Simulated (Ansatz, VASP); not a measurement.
## One calculation of Cu, two programs

Contents of INCAR:

```
PREC     = Accurate       # precision mode
ENCUT    = 600            # plane-wave cutoff, eV
EDIFF    = 1E-6           # SCF threshold, eV
ISMEAR   = 0              # smearing method
SIGMA    = 0.1            # smearing width, eV
LREAL    = F              # projectors in reciprocal space
LASPH    = T              # aspherical terms in the spheres
NELM     = 80             # most SCF steps
ALGO     = Normal         # electronic algorithm
ISIF     = 3              # what is computed and relaxed
LWAVE    = F              # write WAVECAR
LCHARG   = F              # write CHGCAR
GGA      = PS             # functional
IBRION   = 2              # ionic algorithm
NSW      = 100            # ionic steps
EDIFFG   = -0.005         # ionic threshold
```

File KPOINTS:

```
regular mesh
0
Gamma
  20 20 20
```

The input POSCAR:

```
Cu
1.0
    0.0000000000      1.7887153358      1.7887153358
    1.7887153358      0.0000000000      1.7887153358
    1.7887153358      1.7887153358      0.0000000000
Cu
1
Direct
    0.0000000000      0.0000000000      0.0000000000
```

Input for Ansatz:

```yaml
crystal:
  lattice:
    - [0.0, 1.7887153358, 1.7887153358]
    - [1.7887153358, 0.0, 1.7887153358]
    - [1.7887153358, 1.7887153358, 0.0]
  atoms:
    - { symbol: Cu, position: [0.0, 0.0, 0.0] }
basis:
  ecutwfc: 420
kpoints:
  mp_grid: { grid: [20, 20, 20] }
hamiltonian:
  xc: pbesol
scf:
  occupations: { method: gaussian, width: 0.1 }
output:
  forces: true
  stress: true
  eigenvalues: true
relax:
  adjacent_minimum: "off"
  f_tol: 0.005
  max_steps: 80
  cell: { stress_tol: 0.05 }
```

Alike in both runs: task relaxation of cell and atoms; functional PBEsol; k mesh 20 × 20 × 20; occupations gaussian, width 0.1 eV; no spin polarisation.

|  | VASP | Ansatz |
| --- | --- | --- |
| version | VASP 6.6.1 | Ansatz 0.2.0 |
| potentials or method | VASP PAW PBE potentials, release 64 (Cu) | scalar-relativistic, plane waves, PAW |
| plane-wave cutoff (eV) | 600 | 420 |
| valence electrons in the cell | 11 | 19 |

VASP gave:

```
gap on the k mesh at the Fermi level, each at its own relaxed structure (eV) : none
relaxed volume (Å³/atom)                                                     : 11.37
relaxed cell length with the largest relative difference (Å)                 : 2.524
```

Task: Which values does Ansatz return?

Result: gap on the k mesh at the Fermi level, each at its own relaxed structure (eV): none; relaxed volume (Å³/atom): 11.31; relaxed cell length with the largest relative difference (Å): 2.520.

A gap of «none» marks a metal or a gap that the smearing closes. The two sets of potentials don't hold the same shells in valence.

Caveats: the PAW data sets were made with another functional, which shifts forces and pressure a little (VASP).
